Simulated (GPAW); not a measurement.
# Magnetic state of Co3 Ru2 Co3 0001 from several starts

A self-consistent run ends on one state, which hangs on the start. Several orders of Co3 Ru2 Co3 0001 are started in GPAW and their energies compared.

Program: GPAW 26.7.0. Level of theory: PBE; plane waves with GPAW's PAW setups, scalar-relativistic. Results are calculated unless marked as measured.

**1. Set-up**

The cell holds 8 atoms: 6 Co and 2 Ru. Cell: a = 2.706 Å, b = 2.706 Å, c = 25.041 Å, α = 90.0°, β = 90.0°, γ = 120.0°. ideal sites on the substrate's mesh, layer spacings from atomic volumes, unrelaxed, 12 A of vacuum. Vacuum lies along c.

**2. Start 1: ferro ++++++**

Parallel moments need no larger cell; this start tests for a ferromagnetic state only.

The input, order1.py:

```python
import json
import numpy as np
from ase import Atoms
from ase.parallel import paropen, parprint
from gpaw import GPAW

atoms = Atoms(['Co', 'Co', 'Co', 'Ru', 'Ru', 'Co', 'Co', 'Co'],
    cell=[[2.706, 0.0, 0.0],
         [-1.353, 2.343465, 0.0],
         [0.0, 0.0, 25.0413]],
    scaled_positions=[[0.0, 0.0, 0.239605],
         [0.333333, 0.666667, 0.309505],
         [0.0, 0.0, 0.379406],
         [0.333333, 0.666667, 0.457178],
         [0.0, 0.0, 0.542822],
         [0.333333, 0.666667, 0.620594],
         [0.0, 0.0, 0.690495],
         [0.333333, 0.666667, 0.760395]],
    pbc=True,
    magmoms=[1.8, 1.8, 1.8, 0.0, 0.0, 1.8, 1.8, 1.8])
atoms.calc = GPAW(mode={'name': 'pw', 'ecut': 450},
    xc='PBE',
    kpts={'size': (20, 20, 1), 'gamma': True},
    occupations={'name': 'fermi-dirac', 'width': 0.05},
    convergence={'density': 1e-05, 'energy': 1e-05},
    maxiter=250,
    mixer={'name': 'pulay', 'beta': 0.03, 'nmaxold': 8, 'weight': 100},
    symmetry={'tolerance': 1e-4},
    txt='order1.txt')
e = atoms.get_potential_energy(force_consistent=True)
res = {'free_energy': e, 'energy_sigma0': atoms.get_potential_energy(), 'fermi_energy': atoms.calc.get_fermi_level()}
res['moments'] = atoms.get_magnetic_moments().tolist()
res['total'] = atoms.get_magnetic_moment()
parprint('site moments (muB):', np.round(res['moments'], 3))
parprint(f"total moment: {res['total']:.3f} muB")
parprint(f'free energy: {e:.6f} eV')
atoms.calc.write('order1.gpw')
with paropen('results.json', 'w') as f:
    json.dump(res, f)
```

On the command line:

```
$ OMP_NUM_THREADS=1 mpirun -n 8 gpaw python order1.py > order1.log
```

Numbers of over 12 decimals in the logs are rounded to 6 here.

What it wrote:

```text
site moments (muB): [ 1.83   1.72   1.344 -0.07  -0.07   1.344  1.72   1.83 ]
total moment: 9.403 muB
free energy: -64.357421 eV

--- order1.txt ---
Input parameters:
  mode=PW(ecut=450),
  convergence={'density': 1e-05, 'energy': 1e-05},
  kpts=MonkhorstPack(size=(20, 20, 1), gamma=True),
  maxiter=250,
  mixer=Pulay(name='pulay', nmaxold=8, beta=0.03, weight=100, sigma=0.015, g_ss=None),
  occupations=Occupations(name='fermi-dirac', width=0.05),
  symmetry=Symmetry(tolerance=0.0001),
  xc=XC(name='PBE')

Diagonalizing LCAO Hamiltonian
Converting LCAO to pw mode

        Co

       Co
        Co

       Ru

        Ru

       Co
        Co

       Co

Atoms  # Å, Bohr magnetons
|   | symbol |         x |        y |         z |    initial magnetic moments |
|---|--------|-----------|----------|-----------|-----------------------------|
| 0 |     Co |  0.000000 | 0.000000 |  6.000021 | ( 0.0000,  0.0000,  1.8000) |
| 1 |     Co | -0.000001 | 1.562311 |  7.750408 | ( 0.0000,  0.0000,  1.8000) |
| 2 |     Co |  0.000000 | 0.000000 |  9.500819 | ( 0.0000,  0.0000,  1.8000) |
| 3 |     Ru | -0.000001 | 1.562311 | 11.448331 | ( 0.0000,  0.0000,  0.0000) |
| 4 |     Ru |  0.000000 | 0.000000 | 13.592969 | ( 0.0000,  0.0000,  0.0000) |
| 5 |     Co | -0.000001 | 1.562311 | 15.540481 | ( 0.0000,  0.0000,  1.8000) |
| 6 |     Co |  0.000000 | 0.000000 | 17.290892 | ( 0.0000,  0.0000,  1.8000) |
| 7 |     Co | -0.000001 | 1.562311 | 19.041279 | ( 0.0000,  0.0000,  1.8000) |

Unit cell  # Å
| periodic |         x |        y |         z |   lengths |     angles |
|----------|-----------|----------|-----------|-----------|------------|
|      yes |  2.706000 | 0.000000 |  0.000000 |  2.706000 |  90.000000 |
|      yes | -1.353000 | 2.343465 |  0.000000 |  2.706000 |  90.000000 |
|      yes |  0.000000 | 0.000000 | 25.041300 | 25.041300 | 119.999997 |

Number of symmetries: 6

BZ-sampling:
  Number of BZ points: 400
  Number of IBZ points: 44

  Monkhorst-Pack size: [20, 20, 1]
  Monkhorst-Pack shift: [0.025, 0.025, 0.0]

K-points  # in reciprocal-cell coordinates
|     |                                coordinates |     weight |
|-----|--------------------------------------------|------------|
|   0 | ( -0.00000000,  -0.00000000,   0.00000000) | 0.00250000 |
|   1 | (  0.05000000,  -0.00000000,   0.00000000) | 0.01500000 |
|   2 | (  0.10000000,  -0.05000000,   0.00000000) | 0.01500000 |
|   3 | (  0.10000000,  -0.00000000,   0.00000000) | 0.01500000 |
|   4 | (  0.15000000,  -0.05000000,   0.00000000) | 0.03000000 |
|   5 | (  0.15000000,  -0.00000000,   0.00000000) | 0.01500000 |
|   6 | (  0.20000000,  -0.10000000,   0.00000000) | 0.01500000 |
|   7 | (  0.20000000,  -0.05000000,   0.00000000) | 0.03000000 |
|   8 | (  0.20000000,  -0.00000000,   0.00000000) | 0.01500000 |
|   9 | (  0.25000000,  -0.10000000,   0.00000000) | 0.03000000 |
| ... |                                            |            |
|  43 | (  0.50000000,   0.50000000,   0.00000000) | 0.00750000 |

Plane wave coefficients: 3471
Cutoff: 450.000000 eV

Spin-components: 2 (collinear spins)
Bands:           63
Projectors:      48
Spin-degeneracy: 1
Datatype:        complex128

Parallelization:
  kpt:    8
  domain: 1
  band:   1

Density:
  Valence electrons: 86.0
  Components: 2
  Grid points: [ 14  14 125]
  Charge: 0.0  # |e|

Potential:
  Grid points: [ 14  14 125]

species:
  Co:
    name:    Cobalt
    Z:       27.0
    valence: 9
    core:    18
    charge:  0.0  # [|e|]
    compensation charges:
      type: gauss
      rc: 0.32  # [Å]
      lmax: 2
    cutoffs:
      filter: 1.87  # [Å]
      core: 2.55  # [Å]
    projectors
    | kind |    occ | energy [eV] | rcut [Å] |
    |------|--------|-------------|----------|
    |   4s |  2.000 |      -5.469 |    1.005 |
    |   4p |  0.000 |      -1.277 |    1.058 |
    |   3d |  7.000 |      -8.205 |    1.005 |
    |    s |        |      21.742 |    1.005 |
    |    p |        |      25.934 |    1.058 |
    |    d |        |      19.007 |    1.005 |

    Using partial waves for Co as LCAO basis

  Ru:
    name:    Ruthenium
    Z:       44.0
    valence: 16
    core:    28
    charge:  0.0  # [|e|]
    compensation charges:
      type: gauss
      rc: 0.39  # [Å]
      lmax: 2
    cutoffs:
      filter: 2.16  # [Å]
      core: 1.30  # [Å]
    projectors
    | kind |    occ | energy [eV] | rcut [Å] |
    |------|--------|-------------|----------|
    |   4s |  2.000 |     -76.316 |    1.281 |
    |   5s |  1.000 |      -4.236 |    1.281 |
    |   4p |  6.000 |     -46.423 |    1.286 |
    |   5p |  0.000 |      -0.913 |    1.286 |
    |   4d |  7.000 |      -5.203 |    1.254 |
    |    d |        |      22.008 |    1.254 |

    Using partial waves for Ru as LCAO basis

Reference energy: -473906.509400  # eV

eigensolver:
  PPCG
  Converge bands: occupied
  niter=2

density mixing:
  Pulay-Mixer
  Linear mixing parameters: 0.03
  Old densities: 8
  Fourier metric: weight=100, sigma=0.015

occupation numbers:
  Fermi-Dirac:
    width: 0.0500  # eV

poisson solver:
  ecut: 3600.000000  # eV

xc functional:
  name: PBE with 2 nearest neighbor stencil

convergence criteria:
- Maximum integral of absolute [dens]ity change: 1e-05 electrons / valence electron
- Maximum [total energy] change in last 3 cyles: 1e-05 eV / valence electron
- Maximum integral of absolute [eigenst]ate change: 4e-08 eV^2 / valence electron
maximum number of iterations: 250

SCF iterations
|iter     |      energy | eigst |  dens |  magmom |
|---------|-------------|-------|-------|---------|
|iter:   1|       0s |  -73.880812 | +0.32 |       | +10.8165|
|iter:   2|      10s |  -87.045002 | -0.42 | -0.69 | +10.6606|
|iter:   3|      20s |  -67.041220 | -0.98 | -0.55 | +10.6293|
|iter:   4|      30s |  -66.067133 | -2.30 | -0.91 | +10.5743|
|iter:   5|      40s |  -65.941158 | -2.68 | -1.02 | +10.5272|
|iter:   6|      50s |  -65.130003 | -2.43 | -1.03 | +10.4437|
|iter:   7|      61s |  -64.467167 | -1.45 | -1.17 | +10.1775|
|iter:   8|      72s |  -64.299493 | -2.25 | -1.25 | +10.1018|
|iter:   9|      82s |  -64.321121 | -3.37 | -1.37 | +10.1100|
|iter:  10|      92s |  -64.216374 | -2.25 | -1.35 |  +9.9434|
[... 36 iterations left out ...]
|iter:  47|     434s |  -64.319420c| -8.02c| -4.54 |  +9.4042|
|iter:  48|     440s |  -64.319420c| -8.23c| -4.63 |  +9.4042|
|iter:  49|     445s |  -64.319420c| -8.04c| -4.72 |  +9.4040|
|iter:  50|     450s |  -64.319420c| -8.33c| -4.76 |  +9.4038|
|iter:  51|     455s |  -64.319420c| -8.66c| -4.78 |  +9.4036|
|iter:  52|     460s |  -64.319420c| -8.96c| -4.82 |  +9.4035|
|iter:  53|     465s |  -64.319420c| -9.22c| -4.84 |  +9.4034|
|iter:  54|     470s |  -64.319420c| -8.97c| -4.88 |  +9.4031|
|iter:  55|     475s |  -64.319420c| -9.25c| -4.98 |  +9.4030|
|iter:  56|     481s |  -64.319420c| -9.63c| -5.04c|  +9.4029|

Converged in 56 steps
Energy contributions relative to reference atoms: (reference = -473906.509400)

Energy contributions:
  Kinetic:          47.611674
  Coulomb:         -45.847767
  Zero:              1.122360
  External:          0.000000
  Xc:              -67.167687
  Entropy:          -0.076001
  Spinorbit:         0.000000
  ----------------------------
  Free energy:     -64.357421
  Extrapolated:    -64.319420

dipole moment: (-24.942998, -21.815540, -0.000064)  # |e|*Ang

Total magnetic moment: (0.000000, 0.000000, 9.402877)

Local magnetic moments
|        x |        y |         z |
|----------|----------|-----------|
| 0.000000 | 0.000000 |  1.829863 |  # Co   0
| 0.000000 | 0.000000 |  1.720345 |  # Co   1
| 0.000000 | 0.000000 |  1.344244 |  # Co   2
| 0.000000 | 0.000000 | -0.069543 |  # Ru   3
| 0.000000 | 0.000000 | -0.069543 |  # Ru   4
| 0.000000 | 0.000000 |  1.344239 |  # Co   5
| 0.000000 | 0.000000 |  1.720346 |  # Co   6
| 0.000000 | 0.000000 |  1.829860 |  # Co   7

Fermi level: 4.878
Eigenvalues  # (at kpt = [-0.000, -0.000, 0.000])
| band index |      eig [eV] | occ [0-1] |      eig [eV] | occ [0-1] |
|------------|---------------|-----------|---------------|-----------|
|          0 |       -68.156 |     1.000 |       -68.198 |     1.000 |
|        ... |               |           |               |           |
|         39 |         3.044 |     1.000 |         4.551 |     0.999 |
|         40 |         3.044 |     1.000 |         4.752 |     0.927 |
|         41 |         3.500 |     1.000 |         4.840 |     0.684 |
|         42 |         3.661 |     1.000 |         5.001 |     0.079 |
|         43 |         3.661 |     1.000 |         5.076 |     0.019 |
|         44 |         3.852 |     1.000 |         5.076 |     0.019 |
|         45 |         3.852 |     1.000 |         5.428 |     0.000 |
|         46 |         4.143 |     1.000 |         5.428 |     0.000 |
|         47 |         4.143 |     1.000 |         5.689 |     0.000 |
|         48 |         4.210 |     1.000 |         5.689 |     0.000 |
|         49 |         4.210 |     1.000 |         5.842 |     0.000 |
|         50 |         4.463 |     1.000 |         5.842 |     0.000 |
|         51 |         4.975 |     0.127 |         5.866 |     0.000 |
|         52 |         4.975 |     0.127 |         5.866 |     0.000 |
|         53 |         5.842 |     0.000 |         6.025 |     0.000 |
|        ... |               |           |               |           |
|         62 |        16.156 |     0.000 |        16.443 |     0.000 |

No gap
No difference between direct/indirect transitions
```

Wall time 8.5 min (8 MPI ranks of Intel Xeon at 2.50GHz (Skylake/Cascade Lake), shared host); peak memory 2.1 GiB; 65 min of CPU time.

Spin moment in the augmentation sphere by atom:

```tsv
atom	spin moment in the augmentation sphere (μB)
Co1	1.83
Co2	1.72
Co3	1.34
Ru4	-0.07
Ru5	-0.07
Co6	1.34
Co7	1.72
Co8	1.83
```

This step gave:

- magnetization: 9.403 μB
- final state: ferromagnetic

After 56 cycles the largest moment stands at 1.83 μB.

(Part 1 of 2 ends here.)

[Logs and program files are shortened in this print: banners, set-up blocks, solver, clock and traceback lines can be left out without a mark of their own.]

[Logs are printed without paths, hosts, clocks, repeated set-up lines and the standing remarks that a program may print on its own settings, such as how far it seeks lower states.]

[Hosts, paths, dates, database ids (printed as entryN), source tags and the programs' standing remarks are cut or masked in the printed files.]

[Where a cell is said to come from a database of computed structures, the database is the Materials Project.]
